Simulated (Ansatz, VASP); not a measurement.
GaN: VASP beside Ansatz

```
CELL_PARAMETERS angstrom
0.00000 2.24895 2.24895
2.24895 0.00000 2.24895
2.24895 2.24895 0.00000
ATOMIC_POSITIONS crystal
Ga 0.00000 0.00000 0.00000
N 0.25000 0.25000 0.25000
```

Alike in both runs: task single point; functional LDA; k mesh 8 × 8 × 8; no spin polarisation.

```csv
,VASP,Ansatz
version,VASP 6.6.1,Ansatz 0.2.0
potentials or method,"VASP PAW LDA potentials, release 64 (Ga_d, N)","plane waves, PAW"
plane-wave cutoff (eV),520,420
occupations,"gaussian, width 0.01 eV",fixed
valence electrons in the cell,18,18
```

Ansatz gave:

* gap on the k mesh at the Fermi level (eV): 1.77

Q: Which values does VASP return?

A: gap on the k mesh at the Fermi level (eV): 1.79.

LDA gaps usually lie below the measured ones, often by a third to a half.
